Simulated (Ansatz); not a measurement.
# Ni (Nickel): the cost of one run

Program: Ansatz 0.2.0, driven from Python. Level of theory: DFT LDA, plane waves, PAW. These are calculated values, not measurements.

## 1. The structure

It takes space group Fm-3m (No. 225, cubic). The conventional cell has a = 3.524 Å, b = 3.524 Å, c = 3.524 Å, α = 90.00°, β = 90.00°, γ = 90.00°. Ni (site symmetry m-3m) has 12 Ni at 2.49 Å in its first shell of neighbours.

No structure file is read: the coordinates are typed or built in the script.

## 2. The script

The input, ni.py:

```python
'''Ferro, antiferro and non-magnetic states of Ni.'''

import ansatz as az
import numpy as np


def count_gap(report):
    # lowest empty less highest filled band, counting bands; zero where they overlap
    return max(report.get('gap_by_band_count_ev') or 0.0, 0.0)

CELL = [
    [0.0, 3.52387, 3.52387],
    [1.761935, 0.0, 1.761935],
    [1.761935, 1.761935, 0.0],
]
ATOMS = [
    ('Ni', [0.0, 0.0, 0.0]),
    ('Ni', [0.5, 0.0, 0.0]),
]


def build(moments):
    crystal = az.Crystal(lattice=az.Lattice.of(CELL))
    for (symbol, position), moment in zip(ATOMS, moments):
        crystal = crystal.atom(symbol, position, moment=moment or None)
    return crystal

# starting moments in muB, one an atom
orders = {
    'FM': [1.2, 1.2],
    'AFM': [1.2, -1.2],
}

rows = []
for label, moments in orders.items():
    model = build(moments).calculation()
    model = model.kpoints(spacing=0.2)
    model = model.mixing('msr1').functional(az.Functional.LDA)
    model = model.pseudopotentials('paw')
    model = model.accuracy('low')
    model = model.occupations('Gaussian', width=0.05).basis(20 * az.Ha, xc_grid=3)
    model = model.spin('collinear').band_table()
    rep = model.run().report
    rows.append((label, rep['free_energy_ev'], rep['magnetization_mub'], rep['absolute_magnetization_mub'], max(abs(m) for m in rep['site_moments_mub']), count_gap(rep)))
    print(label, 'site moments:', [round(m, 2) for m in rep['site_moments_mub']])

# the same cell with no spin polarisation
plain = (
    build([0] * len(ATOMS)).calculation()
    .kpoints(spacing=0.2)
    .mixing('msr1')
    .functional(az.Functional.LDA)
    .pseudopotentials('paw')
    .accuracy('low')
    .occupations('Gaussian', width=0.05)
    .basis(20 * az.Ha, xc_grid=3)
    .band_table()
)
rep = plain.run().report
rows.append(('NM', rep['free_energy_ev'], 0.0, 0.0, 0.0, count_gap(rep)))

lowest = min(row[1] for row in rows)
rows = [(row[0], 1000 * (row[1] - lowest) / 2, *row[2:]) for row in sorted(rows, key=lambda row: row[1])]
for row in rows:
    print('; '.join(f'{name} = {round(v, 4) if isinstance(v, float) else v}' for name, v in zip(['order', 'meV/magnetic atom', 'net muB', 'absolute muB', 'largest site muB', 'gap by band count eV'], row)))
print('lowest of these starts:', rows[0][0])
```

## 3. The input behind the calls

The engine receives this input (first run):

```yaml
crystal:
  lattice:
    - [0.0, 3.52387, 3.52387]
    - [1.761935, 0.0, 1.761935]
    - [1.761935, 1.761935, 0.0]
  atoms:
    - { symbol: Ni, position: [0.0, 0.0, 0.0], spin: 1.2 }
    - { symbol: Ni, position: [0.5, 0.0, 0.0], spin: 1.2 }
accuracy: low
basis:
  ecutwfc: 544.22772491976
  xc_grid: 3
kpoints:
  mp_grid:
    kspacing: 0.2
hamiltonian:
  xc: lda
  pseudopotentials:
    kind: paw
magnetization:
  spin_polarized: true
scf:
  mixing:
    algorithm: msr1
  occupations:
    method: gaussian
    width: 0.05
output:
  eigenvalues: true
```

## 4. The run

Command:

```console
python ni.py
```

**Question.** How long does this script take on 1 thread of Arm Neoverse V2, shared host, and how much memory does it need?

About 4.4 min, with a peak of 1.2 GiB.
